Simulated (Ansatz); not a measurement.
AgCl in the wurtzite structure (no longer in that coordination), relaxed with r2SCAN, was run in the plane-wave code Ansatz under altered settings. All numbers are computed, without spin polarisation but where a row says otherwise.

```
CELL_PARAMETERS angstrom
4.51974 0.00000 0.00000
-2.25987 3.91421 0.00000
0.00000 0.00000 5.72250
ATOMIC_POSITIONS crystal
Ag 0.33333 0.66667 0.93778
Ag 0.66667 0.33333 0.43778
Cl 0.33333 0.66667 0.43722
Cl 0.66667 0.33333 0.93722
```

The base run's other keys:
```yaml
kpoints:
  mp_grid: { grid: [6, 6, 2] }
hamiltonian:
  xc: hse06
scf:
  occupations: { method: fixed }
  n_extra_bands: 5
```

It takes 14 iterations with 1969 plane waves at 420 eV and 14 k points, and leaves a mean stress of +1.14 GPa. The gap over this mesh is 2.848 eV. It ran on 4 threads of Arm Neoverse N1, with other jobs on the host.

Outcomes, with energy and stress as changes against the base:

| setting | outcome | ΔF (meV/atom) | Δ mean stress (GPa) | gap on the mesh (eV) | iterations | wall time |
| --- | --- | --- | --- | --- | --- | --- |
| PBE hybrid, exx coeff 0.3, omega 0.1 1/Å | converged | – | -0.1 | 3.573 | 15 | 42 s |
| PBE hybrid, exx coeff 1.0, omega 0.1 1/Å | converged | – | -0.3 | 9.079 | 24 | 55 s |
| scf.exx.max_outer_iter: 2 | converged | 0.0 | 0.0 | 2.848 | 17 | 38 s |
| basis.xc_grid: 3 | converged | 0.0 | 0.0 | 2.848 | 14 | 39 s |

A dash marks a value that wasn't obtained or can't be compared. Stress is positive in compression. The base took 37 s. The base's mesh is coarse for a hybrid, so its own values aren't converged.

- PBE hybrid, exx coeff 0.3, omega 0.1 1/Å. That is 30 % exact exchange, screened with ω = 0.1 1/Å, against HSE06's 25 % screened at 0.208 1/Å. The mean stress moves by -0.1 GPa and the gap on the mesh by +0.724 eV (to 3.573). Totals of different functionals aren't comparable. The program warns that on this mesh the truncation of the exchange isn't bounded, so part of the change can be an error of the mesh.
- PBE hybrid, exx coeff 1.0, omega 0.1 1/Å. That is 100 % exact exchange, screened with ω = 0.1 1/Å, against HSE06's 25 % screened at 0.208 1/Å. The mean stress moves by -0.3 GPa and the gap on the mesh by +6.230 eV (to 9.079). Totals of different functionals aren't comparable. The program warns that on this mesh the truncation of the exchange isn't bounded, so part of the change can be an error of the mesh.

Within 1 meV an atom, 0.1 GPa and 0.005 eV of the base stay: scf.exx.max_outer_iter: 2; basis.xc_grid: 3.

Spin-orbit coupling is left out.

The stress of a hybrid is loosely converged in these runs.

The meshes of the hybrids are coarse, so their gaps aren't converged to the digits shown.
